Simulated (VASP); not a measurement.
A run of VASP 6.6.1 is set up as follows.

The input INCAR:

```
PREC = Accurate ; ENCUT = 600
EDIFF = 1E-6 ; ISMEAR = 0
SIGMA = 0.05 ; LREAL = False
LASPH = True ; NELM = 100
ALGO = Normal ; ISIF = 3
LWAVE = False ; LCHARG = False
METAGGA = RSCAN ; LMIXTAU = True
IBRION = 2 ; NSW = 40
EDIFFG = -0.01
```

Contents of KPOINTS:

```
Automatic mesh
0
Gamma
  11 11 10
```

The input POSCAR:

```
Ge
1.0
    1.3971490000     -2.6005160000      0.0000000000
    1.3971490000      2.6005160000      0.0000000000
    0.0000000000      0.0000000000      2.6982310000
Ge
1
Direct
    0.5000000000      0.5000000000      0.0000000000
```

Potentials or basis: VASP PAW PBE potentials, release 64 (Ge_d).

Launch:

```console
$ cat potpaw_PBE.64/Ge_d/POTCAR > POTCAR
$ mpirun -np 1 vasp_std > vasp.out
```

(1) Estimate the space group after relaxing (to 0.05 Å).

(2) Estimate the relaxed volume.

Results:

(1) P6/mmm (No. 191).

(2) 18.70 Å³/atom.

Caveat: the PAW data sets were made with another functional, which shifts forces and pressure a little.
